**Question: Why is my ZnO crystal under pressure when I gave it roughly its real size?**

I ran wurtzite ZnO with PBE at nine volumes, scaling the whole cell each time. The cell at 11.896 Å³/atom is unscaled and, as far as I recall, close to the measured crystal at room temperature. A real crystal lying on a bench is under practically no pressure, yet this cell reports almost 5 GPa. The same run gives a band gap of only 0.80 eV, where I would trust a value around 3.4 eV. Is the pressure a numerical mistake, and is the gap wrong because the volume is wrong?

Wurtzite ZnO computed with Ansatz 0.2.0: scalar-relativistic PBE without spin polarisation, frozen-core PAW (set soft_2), a 420 eV plane-wave cutoff, an 11×11×6 k mesh and Fermi–Dirac smearing of 0.02 eV. The cell is scaled uniformly with the relative atomic positions fixed; positive pressure means compression.

```
volume (Å³/atom)     c/a  shortest distance (Å)  pressure (GPa)
          11.182  1.6015                  1.934          15.566
          11.420  1.6015                  1.947          11.643
          11.658  1.6015                  1.961           8.115
          11.777  1.6015                  1.967           6.487
          11.896  1.6015                  1.974           4.944
          12.015  1.6015                  1.980           3.480
          12.134  1.6015                  1.987           2.090
          12.372  1.6015                  2.000          -0.480
          12.610  1.6015                  2.013          -2.798
```

**Answer**

The pressure is most likely a message from the functional, PBE. Positive pressure means that the crystal would lower its energy by expanding, so the calculation regards your cell as squeezed. The pressure changes sign between the rows at 12.134 and 12.372 Å³/atom, and interpolation puts the zero at 12.33. That is 3.6 % more volume than in the unscaled cell, or 1.2 % in every length. An error that looks alarming in gigapascals is a modest one in bond lengths, because ZnO is stiff.

You can read the volume error from the region around the unscaled cell, without computing the crystal at its zero-pressure volume. Think of the lattice as a spring that has been pushed in: the force and the stiffness together tell how far it will move when released. The stiffness of a crystal is its bulk modulus, $B=-V\,\mathrm{d}P/\mathrm{d}V$, with $V$ the volume and $P$ the pressure. The two neighbours of the unscaled cell give

$$B_1 = 11.896\times\frac{6.487-3.480}{12.015-11.777}\approx 150\ \text{GPa}.$$

With constant stiffness the crystal would expand, to first order, by the fraction $P_1/B_1=4.944/150.3=0.033$, which leads to 12.29 Å³/atom. This is slightly too little, mainly because the spring softens as it is released. The repulsion between neighbouring ions comes from overlapping electron shells and fades quickly with distance. Your rows show the softening directly: the bulk modulus falls from 186 GPa between the two smallest cells to 122 GPa between the two largest.

A better estimate lets the bulk modulus change in proportion to the pressure, $B=B_1+B'(P-P_1)$. Integrating $\mathrm{d}V/V=-\mathrm{d}P/B$ from the unscaled cell to zero pressure gives

$$V_0=V_1\left(1-\frac{B'P_1}{B_1}\right)^{-1/B'}.$$

For many solids $B'$ is about 4. Then $V_0=11.896\times(1-4\times0.0329)^{-1/4}\approx12.32$ Å³/atom, very close to the interpolated zero. The rows on either side of that zero were not used in the estimate. A Birch–Murnaghan curve fitted to all nine rows, printed below, gives the same volume and a $B'$ of 4.4.

Could the pressure itself be wrong? It can be tested against the energies of the same runs, since pressure is the rate at which energy falls as volume grows. Between 11.777 and 11.896 Å³/atom the energy difference gives 5.74 GPa, and the average of the two reported pressures is 5.72 GPa. The other steps agree about as well. The stress and the energy therefore describe the same curve, and a faulty stress routine is not the explanation.

That agreement does not prove that the curve is converged. A finite set of plane waves makes the stress need a correction, here about 0.7 GPa. Leaving it out would lower the zero-pressure volume by 0.07 Å³/atom, about 15 % of the expansion you are trying to explain. Still, these runs contain no test with a higher cutoff or other PAW files, so part of the 3.6 % may come from the cutoff or the PAW files.

The shape of the cell sets another limit. You kept $c/a$ and the relative positions of the atoms fixed, and the reported pressure is an average over directions. In the unscaled cell the stress along $c$ exceeds that across it by 0.31 GPa, and the difference grows on expansion. The zero at 12.33 Å³/atom is thus a zero of the average, and a fully relaxed crystal would be expected to take a slightly larger $c/a$. The atoms also feel small residual forces along $c$, about 0.03 eV/Å, that hardly change with volume. Against a mean pressure of 4.9 GPa this is a detail.

The likeliest main cause is PBE itself. Here the argument rests on theory, because the table has only one functional. PBE lowers the exchange energy where the density varies strongly compared with its own size. Stretching the bonds thins out the density between the ions and makes its relative variation larger there. The functional rewards this, which acts as an outward push. Some push is needed: the local density approximation, which has none, usually makes solids too small. But PBE's push has a strength that suits free atoms better than solids, so it usually makes solids too large. Thermal and zero-point motion are missing from the runs, but they normally expand a crystal further, so including them would be expected to increase the disagreement.

The volume error also spreads to other properties. At its own zero-pressure volume the PBE crystal has a bulk modulus of 129 GPa, about 14 % below the 150 GPa of the unscaled cell. A small change in size has become a larger one in stiffness. If you compute elastic properties, state at which volume you did so.

The gap is a different failure, and your volumes reveal it. If the wrong size were to blame, restoring the right size should repair the gap. It does not: the gap is 0.80 eV in the unscaled cell and only 0.05 eV smaller at zero pressure. Even the full range of volumes changes it by just 0.17 eV, while about 2.6 eV are missing. As I recall, the measured gap of ZnO opens faster under pressure than PBE's does, but even a few times 0.05 eV would be small beside what is missing.

Theory points to two reasons for the small gap. When an electron is added to an insulator, the exact exchange-correlation potential jumps up by a constant, and this jump is part of the true gap. PBE's potential has no such jump, so its gap is only the difference between orbital energies, and the part due to the jump is missing. In ZnO a second error joins in. PBE lets an electron partly repel itself, which hurts most in the compact Zn 3d shell and lifts its levels too high. At 12.372 Å³/atom the 3d bands, identified by electron count and order (only roughly, since their top overlaps the next valence band), lie on average about 4.9 eV below the valence top; experiment, as I roughly recall, puts them at 7 to 8 eV. From there they push the oxygen 2p states upwards and narrow the gap further.

So treat the two errors separately. Divide the pressure of a cell of measured size by its bulk modulus to see roughly how far the calculation misjudges the volume, and vary the volume to see whether another property suffers from that misjudgement or from a fault of its own. What your rows leave open is how much of the 3.6 % is purely PBE; a higher cutoff and other PAW files, run on the same cells, would show the numerical part, and a second functional would show how strongly the volume depends on that choice.

Printed output of the fit:

```
Each row with the step from the row before:
     row  pressure from energy step GPa  mean table pressure GPa  bulk modulus GPa  stress zz less xx GPa  gap eV
  11.182                            n/a                      n/a               n/a                0.01867  0.8906
   11.42                          13.57                     13.6             186.3                 0.1263  0.8618
  11.658                          9.849                    9.879               171                 0.2253  0.8334
  11.777                          7.284                    7.301             160.3                 0.2692  0.8188
  11.896                          5.736                    5.716             153.5                   0.31  0.8044
  12.015                          4.191                    4.212             147.1                 0.3499   0.791
  12.134                          2.767                    2.785               141                 0.3926  0.7767
  12.372                         0.7826                    0.805             132.3                  0.468  0.7481
   12.61                         -1.668                   -1.639             121.7                  0.529    0.72
Volume at zero mean pressure, interpolated (A^3/atom): 12.33
Its excess over the unscaled cell (%): 3.628
The same excess in every length (%): 1.195
Bulk modulus at the unscaled cell from its neighbours (GPa): 150.3
Zero-pressure volume from constant stiffness (A^3/atom): 12.29
Zero-pressure volume from stiffness growing with B' of 4 (A^3/atom): 12.32
fit of pressure on 9 rows: coefficient of 1.5*((s/vol)**(7/3) - (s/vol)**(5/3)) 129 +/- 0.082, coefficient of 1.125*((s/vol)**(7/3) - (s/vol)**(5/3))*((s/vol)**(2/3) - 1) 52.2 +/- 2, s 12.32; rms 0.00383, worst 12.372 -0.00694, leave-one-out rms 0.0064
Pressure derivative of the bulk modulus from the fit: 4.405
Largest mismatch of energy steps and mean pressures (GPa): 0.03312
Smallest Pulay correction in the rows (GPa): 0.6835
Drop of the zero-pressure volume if the Pulay correction were left out (A^3/atom): 0.06585
Gap missing at the unscaled cell against a rough recalled 3.4 eV (eV): 2.596
Gap lost between the unscaled cell and zero pressure (eV): 0.05094
Gap change over the whole volume range (eV): 0.1707
Depth of the mean Zn 3d band below the valence top, row 12.372 (eV): 4.9
```
